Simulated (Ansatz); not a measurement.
# Relaxing V

Computed with Ansatz, DFT PBE, scalar-relativistic, plane waves, PAW. (420 eV cutoff, 20×20×20 k-mesh, Gaussian smearing of 0.10 eV, no spin polarisation)

What was changed in Sc: Sc → V on all its sites, cell and atoms relaxed.

Command:

```bash
ansatz run input.yaml --threads 1 --pin off --max-ram 1331MiB --backend cpu --events-out ev --progress --plain --runs-dir out
```

Input:

```yaml
crystal:
  lattice:
    - [2.5519416801, -0.2100052728, 0.3668955605]
    - [1.0124736789, 2.3541243334, 0.3747680313]
    - [1.4697685035, 0.882733082, 2.4506252015]
  atoms:
    - { symbol: V, position: [0.0, 0.0, 0.0] }
basis:
  ecutwfc: 420
kpoints:
  mp_grid: { grid: [20, 20, 20] }
hamiltonian:
  xc: pbe
scf:
  occupations: { method: gaussian, width: 0.1 }
output:
  forces: true
  stress: true
  eigenvalues: true
relax:
  adjacent_minimum: "off"
  f_tol: 0.01
  max_steps: 60
  cell: { stress_tol: 0.1 }
```

F is the free energy. Steps run on the plane waves of an earlier cell, but the last one, and at times one on the way, on a freshly chosen basis, so a repeated geometry can differ a little in energy.

Steps:

```
step F − F(1) (eV) largest force component (eV/Å) V (Å³/atom) P (GPa)
   1         0.0000                           0.000       13.342     1.64
   2        -0.0006                           0.000       13.466    -0.09
   3        -0.0006                           0.000       13.460     0.00
   4        -0.0006                           0.000       13.460     0.00
```

Relaxed structure:

```yaml
crystal:
  lattice:
    - [2.56018, -0.20910, 0.36583]
    - [1.01718, 2.36021, 0.37296]
    - [1.47314, 0.88379, 2.45581]
  atoms:
    - { symbol: V, position: [0.00000, 0.00000, 0.00000] }
```

Symmetry: Im-3m, No. 229, cubic system. The conventional cell has a = 2.997 Å, b = 2.997 Å, c = 2.997 Å, α = 90.00°, β = 90.00°, γ = 90.00°. V (site symmetry m-3m) is surrounded by 8 V at 2.59 to 2.60 Å.

The run converged. The run took of the order of 2.2 core-minutes.